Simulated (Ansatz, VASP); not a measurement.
## Two plane-wave programs on Mg

```
Mg
1.0
    -1.74949    1.74949    1.72657
     1.74949   -1.74949    1.72657
     1.74949    1.74949   -1.72657
Mg
1
Cartesian
  0.0000 0.0000 0.0000
```

Alike in both runs: task single point; functional PBE; k mesh 20 × 20 × 20; occupations gaussian, width 0.15 eV; no spin polarisation.

```csv
,VASP,Ansatz
version,VASP 6.6.1,Ansatz 0.2.0
potentials or method,"VASP PAW PBE potentials, release 64 (Mg)","scalar-relativistic, plane waves, PAW"
plane-wave cutoff (eV),520,520
valence electrons in the cell,2,10
```

|  | VASP | Ansatz | Ansatz less VASP |
| --- | --- | --- | --- |
| gap on the k mesh at the Fermi level (eV) | none | none | - |
| pressure (GPa) | 3.2 | 3.3 | +0.12 |
| largest component of the traceless stress (GPa) | 0.08 | 0.08 | -0.001 |

A gap of «none» marks a metal or a gap that the smearing closes. The two sets of potentials don't hold the same shells in valence.
